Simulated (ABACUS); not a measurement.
Fe:

```
CELL_PARAMETERS angstrom
-1.44300 1.44300 1.44300
1.44300 -1.44300 1.44300
1.44300 1.44300 -1.44300
ATOMIC_POSITIONS crystal
Fe 0.00000 0.00000 0.00000
```

```yaml
Program: ABACUS 3.10.1
Task: relaxation of cell and atoms
Functional: RPBE
Potentials_or_basis: GBRV ultrasoft 1.5 PBE
Cutoff: 544 eV
Density_cutoff: 4354 eV
Basis: plane waves
k_mesh: 10 × 10 × 10
Occupations: fermi-dirac, width 0.05 eV
Spin: collinear spin, ferromagnetic start
Starting_moments: "[3.0] μB"
```

At the start: pressure -4.6 GPa; volume 12.02 Å³/atom.

Question: How do energy, volume and symmetry change on relaxing?

Answer: Over 3 steps the energy falls by 6.4 meV/atom and the volume is 11.61 Å³/atom (-3.4 %); space group Im-3m (No. 229, to 0.05 Å); moment 2.18 μB per cell.

The path:
```csv
step,energy change (eV),largest force (eV/Å),pressure (GPa),volume (Å³)
1,0.0000,0.0000,-4.57,12.02
2,-0.0046,0.0000,2.94,11.41
3,-0.0064,0.0000,-0.03,11.61
```

Final structure:
```yaml
crystal:
  lattice:
    - [-1.42626, 1.42626, 1.42626]
    - [1.42626, -1.42626, 1.42626]
    - [1.42626, 1.42626, -1.42626]
  atoms:
    - { symbol: Fe, position: [0.00000, 0.00000, 0.00000] }
```

Caveat: the potentials were made for another functional, which shifts forces and pressure.
